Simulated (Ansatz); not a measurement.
A single-point calculation of a 2-atom cell of SrO started from a crystallographic database with the PAW code Ansatz, at the level r2SCAN. Cell and atoms come from a relaxation with r2SCAN.

Input (YAML):
```yaml
crystal:
  lattice:
    - [0.0, 2.5798927426, 2.5798927426]
    - [2.5798927426, 0.0, 2.5798927426]
    - [2.5798927426, 2.5798927426, 0.0]
  atoms:
    - { symbol: Sr, position: [0.5, 0.5, 0.5] }
    - { symbol: O, position: [0.0, 0.0, 0.0] }
kpoints:
  mp_grid: { grid: [8, 8, 8] }
  band_path:
    path:
      - [0.0, 0.0, 0.0]
      - [0.5, 0.0, 0.5]
      - [0.625, 0.25, 0.625]
      - [0.375, 0.375, 0.75]
      - [0.5, 0.5, 0.5]
      - [0.5, 0.25, 0.75]
      - [0.0, 0.5, 0.5]
    npoints: 1
hamiltonian:
  xc: r2scan
scf:
  occupations: { method: fixed }
  n_extra_bands: 4
output:
  forces: true
  stress: true
  eigenvalues: true
```

Command: `ansatz run input.yaml --threads 2 --pin off --max-ram 2211MiB --backend cpu --events-out ev --progress --plain --runs-dir out`.

Question: It took 0.86 s on 2 threads of Intel(R) Xeon(R) 6975P-C (Granite Rapids), with other jobs on the host. What peak of host memory did it reach?

Answer: About 0.44 GiB.

Abridged output:
```
Functional definition: r2SCAN
Crystal: 2 atoms, lattice volume = 34.343 Å³
Basis set: ecut = 500 eV, 893 PW (Γ)
Bands: 12, of which v1, the nominal top of the filled ones, is band 8 counted from 1 (7 counted from 0)
Symmetry: 48 space group operations
Space group: Fm-3m (ITA 225)
k-points: 29 of 512
SCF converged after 7 iterations
Free energy (F): -4127.055325 eV
Fermi energy:    7.495199 eV
--- Stress (GPa, compression-positive) ---
        0.002710       0.000000       0.000000
        0.000000       0.002710       0.000000
        0.000000       0.000000       0.002710
  P = ⅓ Tr σ = 0.0027 GPa (0.027 kbar)
--- Band table (eV; the first three rows and the last of 29) ---
  k-point 0: bands = […, -6.9117, -6.9117, -6.9117, 7.4952, 7.4952, 7.4952, 12.0849, 14.3103, 14.3103, 14.3103]
  k-point 1: bands = […, -6.9229, -6.9229, -6.6879, 7.0766, 7.3106, 7.3106, 12.7653, 14.1352, 14.6158, 14.6158]
  k-point 2: bands = […, -6.9497, -6.9497, -6.3123, 6.2883, 6.9073, 6.9073, 14.0299, 14.3078, 15.4484, 15.4484]
  k-point 28: bands = […, -7.5570, -7.5570, -6.4777, 6.4159, 7.0839, 7.0839, 14.0515, 14.0515, 16.8055, 19.2234]
```

The rows of the band table are 0: (0, 0, 0) = Γ, 1: (0, 0, 1/8), 2: (0, 0, 1/4), 28: (1/4, -1/2, -1/4) = W.

bands.tsv, columns around the gap (it counts bands from 0):
```tsv
# k_distance	band_3	band_4	band_5	band_6	band_7	band_8	band_9	band_10	band_11
# fermi_ev = 7.495199
# [0, 0, 0] at k_distance = 0.000000
# [0.5, 0, 0.5] at k_distance = 1.217722
# [0.625, 0.25, 0.625] at k_distance = 1.648252
# [0.375, 0.375, 0.75] at k_distance = 2.393952
# [0.5, 0.5, 0.5] at k_distance = 3.139651
# [0.5, 0.25, 0.75] at k_distance = 4.000711
# [0, 0.5, 0.5] at k_distance = 5.362165
# levels_relative_to = fermi_ev
0.000	-14.407	-14.407	0.000	0.000	0.000	4.590	6.815	6.815	6.815
1.218	-14.760	-14.760	-0.415	-0.081	-0.081	3.799	8.494	10.945	10.962
1.648	-14.662	-14.162	-0.905	-0.546	-0.451	5.306	8.468	9.420	10.769
2.394	-14.662	-14.162	-0.905	-0.546	-0.451	5.306	8.468	9.420	10.769
3.140	-14.482	-13.440	-2.074	-1.082	-1.082	7.105	8.953	9.487	9.487
4.001	-15.052	-13.973	-1.079	-0.411	-0.411	6.556	6.556	9.310	11.728
5.362	-14.760	-14.760	-0.415	-0.081	-0.081	3.799	8.494	10.945	10.962
```
In order the rows are Γ, X, U, K, L, W, X.

The r2SCAN gap is indirect, 3.80 eV (Γ to X), below the direct gap of 3.88 eV at X. The mean stress is close to zero (0.00 GPa).

The values are computed, spin-unpolarised, and not measurements.
